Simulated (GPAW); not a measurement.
Here is a GPAW 26.7.0 calculation.

run.py

```python
from ase import Atoms
from ase.eos import EquationOfState
from ase.io import Trajectory
from ase.units import GPa
from gpaw import GPAW, PW

atoms = Atoms(['W', 'W', 'S', 'S', 'S', 'S'],
              cell=[[3.18, 0.0, 0.0],
                    [-1.59, 2.753960784, 0.0],
                    [0.0, 0.0, 12.5]],
              scaled_positions=[[0.6666666667, 0.3333333333, 0.75],
                                [0.3333333333, 0.6666666667, 0.25],
                                [0.6666666667, 0.3333333333, 0.375],
                                [0.3333333333, 0.6666666667, 0.875],
                                [0.6666666667, 0.3333333333, 0.125],
                                [0.3333333333, 0.6666666667, 0.625]],
              pbc=True)

traj = Trajectory('eos.traj', 'w')
volumes, energies = [], []
for x in [0.94, 0.96, 0.98, 1.0, 1.02, 1.04, 1.06]:
    a = atoms.copy()
    a.set_cell(atoms.cell * x**(1 / 3), scale_atoms=True)
    calc = GPAW(mode=PW(600),
                xc={'name': 'C09-vdW', 'backend': 'libvdwxc'},
                kpts={'size': (6, 6, 2), 'gamma': True},
                occupations={'name': 'fermi-dirac', 'width': 0.05},
                nbands=46,
                convergence={'density': 1e-05, 'energy': 1e-05},
                maxiter=150,
                txt=f'eos-{x:.2f}.txt')
    a.calc = calc
    energies.append(a.get_potential_energy(force_consistent=True))
    volumes.append(a.get_volume())
    calc.write(f'eos-{x:.2f}.gpw')
    traj.write(a)
    print(f'{x:.2f} {volumes[-1]:10.4f} A^3 {energies[-1]:14.6f} eV', flush=True)

v0, e0, B = EquationOfState(volumes, energies, eos='birchmurnaghan').fit()
print(f'V0 = {v0:.4f} A^3, E0 = {e0:.6f} eV, B0 = {B / GPa:.2f} GPa')
```

Potentials or basis: GPAW PAW data sets (gpaw-data 1.2.1), pw.

Launch:

```bash
$ OMP_NUM_THREADS=1 python run.py
```

**Question.** Predict the pressure derivative of the bulk modulus.

**Answer.** 4.4.

**Question.** Predict the equilibrium volume.

**Answer.** 18.18 Å³/atom.

**Question.** Estimate the bulk modulus at fixed shape and positions.

**Answer.** 163 GPa.

Energy against volume, from the lowest point:
```csv
volume (Å³/atom),energy (meV/atom)
17.150,32.69
17.515,12.99
17.880,2.39
18.245,0.00
18.610,4.85
18.975,16.31
19.340,33.66
```

Caveat: the k mesh is coarse (spacing up to 0.38 Å⁻¹), so the values aren't converged; the cell was scaled at fixed shape and fractional positions, which overstates the stiffness of a crystal with free parameters, most of all of layers and chains; the PAW data sets were made with another functional, which shifts forces and pressure a little. The run has no spin-orbit coupling, so splittings on W are missing.
